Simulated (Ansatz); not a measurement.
An input for Ansatz 0.2.0 (Te):

The input input.yaml:

```yaml
crystal:
  lattice:
    - [4.261421741, 0.0, 0.0]
    - [-2.1307108705, 3.690499484, 0.0]
    - [0.0, 0.0, 5.6681730282]
  atoms:
    - { symbol: Te, position: [0.731, 0.731, 0.5], spin: 0.5 }
    - { symbol: Te, position: [0.0, 0.269, 0.8333333333], spin: -0.5 }
    - { symbol: Te, position: [0.269, 0.0, 0.1666666667], spin: 0.5 }
hamiltonian:
  xc: mr2scan
  pseudopotentials: { kind: paw, source: jth }
magnetization:
  spin_polarized: true
kpoints:
  mp_grid: { grid: [5, 5, 3] }
scf:
  occupations: { method: fixed }
phonons:
  method: dfpt
  dielectric: true
  rigid_motions: translations
```

Potentials or basis: JTH PAW.

Command:

```sh
$ ansatz run input.yaml --threads 2 --pin off --max-ram 5120MiB --backend cpu --events-out ev --progress --plain --runs-dir out
```

How does this run end?

The run stopped without a result. It printed:

Output:

```text
Error: phonons.method: dfpt with hamiltonian.xc: <meta-GGA that reads τ> with magnetization.spin_polarized: true — the response kernel under a τ-dependent (meta-GGA) functional is the unpolarised one; set magnetization.spin_polarized: false, or use method: fd, without phonons.dielectric: true and the keys that are dfpt's alone (phonons.method's entry in the input reference names them)
```
